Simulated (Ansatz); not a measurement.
# Ag: straining the crystal, biaxial strain in the a-b plane

The task here is to estimate one member of a computed series from the others.

This is Ag in the hcp structure; at room conditions it is fcc.

Method: DFT r2SCAN, scalar-relativistic, plane waves, PAW, in Ansatz 0.2.0.

2 further runs of the same task are left out: 2 set aside as unsound or not needed.

## Starting point

The structure is hexagonal, space group P6_3/mmc (No. 194). The conventional cell has a = 2.904 Å, b = 2.904 Å, c = 4.748 Å, α = 90.00°, β = 90.00°, γ = 120.00°. Ag (site symmetry -6m2) has 12 Ag at 2.90 to 2.91 Å as nearest neighbours.

Coordinates:

```
CELL_PARAMETERS angstrom
2.90368 0.00000 0.00000
-1.45184 2.51466 0.00000
0.00000 0.00000 4.74754
ATOMIC_POSITIONS crystal
Ag 0.33333 0.66667 0.25000
Ag 0.66667 0.33333 0.75000
```

It goes back to an entry of the Materials Project, which need not be the stable form.

It is the result of an earlier relaxation at this level (volume 17.33 Å³/atom; gap on the mesh: none (metal)).

The unstrained cell was computed beforehand with the same settings: E(σ→0) = -15207.8823 eV for 2 atoms, gap none (metal).

The first run:

Contents of input.yaml:

```yaml
crystal:
  lattice:
    - [2.8746389109, 0.0, 0.0]
    - [-1.4373194554, 2.4895103235, 0.0]
    - [0.0, 0.0, 4.7760247529]
  atoms:
    - { symbol: Ag, position: [0.3333333333, 0.6666666667, 0.25] }
    - { symbol: Ag, position: [0.6666666667, 0.3333333333, 0.75] }
basis:
  ecutwfc: 500
kpoints:
  mp_grid: { grid: [24, 24, 12] }
hamiltonian:
  xc: r2scan
scf:
  occupations: { method: gaussian, width: 0.1 }
output:
  forces: true
  stress: true
  eigenvalues: true
  write_density: true
  write_potential: true
  elf: true
  volumetric_format: npy
relax:
  adjacent_minimum: "off"
  f_tol: 0.008
  max_steps: 40
  cell: { stress_tol: 0.015, fix: [a, b, gamma] }
```

The run is started by

```console
$ ansatz run input.yaml --threads 1 --pin off --max-ram 2560MiB --backend cpu --events-out ev --progress --plain --runs-dir out
```

Among the steps run: At -1.0 %; At +1.0 %; The cell strained by -2.0 %; At +2.0 %; Strain -3.0 %; The cell strained by +3.0 %.

One of the session's tables, all rows but one given; the rest of the session is left out.

Lengths are those of the vectors of the cell that was run; stresses in GPa:

| strain (%) | ΔE (meV/atom) | a (Å) | b (Å) | c (Å) |
| --- | --- | --- | --- | --- |
| -3.0 | 17.9 | 2.817 | 2.817 | 4.875 |
| -2.0 | 7.0 | 2.846 | 2.846 | 4.835 |
| -1.0 | 1.4 | 2.875 | 2.875 | 4.794 |
| +0.0 | 0.0 | 2.904 | 2.904 | 4.748 |
| +1.0 | ? | ? | ? | ? |
| +2.0 | 8.5 | 2.962 | 2.962 | 4.677 |
| +3.0 | 17.1 | 2.991 | 2.991 | 4.633 |

**Question.** Estimate the row for strain (%) = +1.0.

Worked estimate for «ΔE (meV/atom)». A straight line through the neighbours (0.0, 0.0) and (2.0, 8.5) gives 0.0 + (8.5 − 0.0) × (1.0 − 0.0) / (2.0 − 0.0) = 4.2; a parabola fitted to 4 rows on both sides gives 2.6.

**Answer.** ΔE (meV/atom): 2.5; a (Å): 2.933; b (Å): 2.933; c (Å): 4.715. In «ΔE (meV/atom)» the line misses by +1.7 and the parabola by +0.1.

ΔE is over the unstrained cell. Stress in GPa, positive in compression, on the Cartesian axes of the input. 
